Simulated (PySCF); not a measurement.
## Dipole moment and polarisability across levels of theory

C5H5N.
SMILES with atom numbers: `[cH:1]1[cH:2][cH:3][n:4][cH:5][cH:6]1` (hydrogens: H7 on C1; H8 on C2; H9 on C3; H10 on C5; H11 on C6)

Cartesian coordinates in Å at the PBE0-D3(BJ)/def2-SVP level; atoms count from 1:
```xyz
11
C5H5N angstrom
C     -0.400    1.124    0.023
C     -1.137    0.094    0.602
C     -0.623   -1.202    0.545
N      0.537   -1.508   -0.031
C      1.235   -0.517   -0.581
C      0.815    0.813   -0.583
H     -0.766    2.153    0.045
H     -2.095    0.286    1.089
H     -1.180   -2.034    0.992
H      2.186   -0.794   -1.051
H      1.429    1.585   -1.051
```

PySCF, dipoles from the SCF density, polarisabilities from static response with core orbitals frozen. Isolated species at its PBE0-D3(BJ)/def2-SVP geometry, gas phase.

Reference dipole: 2.190 D (measured, gas; NIST CCCBDB Release 22 (SRD 101), experimental dipoles). Reference polarisability: 9.493 Å³ (measured, gas; NIST CCCBDB Release 22 (SRD 101), experimental polarizabilities). The anisotropy is √(½[(α1 − α2)² + (α2 − α3)² + (α3 − α1)²]).

```tsv
level	μ (D)	error (%)	α (Å³)	error (%)	anisotropy (Å³)
LDA/def2-SVPD	2.276	+3.9	9.41	-0.9	5.40
PBE/def2-SVPD	2.198	+0.4	9.34	-1.6	5.43
B3LYP/def2-SVPD	2.254	+2.9	9.23	-2.8	5.30
PBE0/def2-SVPD	2.243	+2.4	9.14	-3.8	5.21
BHandHLYP/def2-SVPD	2.290	+4.6	9.05	-4.6	5.11
wB97X-D/def2-SVPD	2.286	+4.4	9.17	-3.4	5.09
HF/def2-SVPD	2.300	+5.0	8.95	-5.7	4.87
PBE0/6-31+G*	2.355	+7.5	8.85	-6.7	5.33
PBE0/aug-cc-pVDZ	2.244	+2.5	9.43	-0.6	5.20
PBE0/def2-TZVPD	2.232	+1.9	9.40	-1.0	5.26
```

For the dipole, the smallest error is 0.4% (PBE/def2-SVPD) and the largest 7.5% (PBE0/6-31+G*). For the polarisability, the smallest error is 0.6% (PBE0/aug-cc-pVDZ) and the largest 6.7% (PBE0/6-31+G*). The dipole runs from 2.20 D (PBE/def2-SVPD) to 2.35 D (PBE0/6-31+G*). In one basis (def2-SVPD) the functionals order the polarisability from HF (lowest) to LDA (highest), a spread of 5%. Measured values can belong to vibrating molecules; the computed ones are for one fixed geometry.
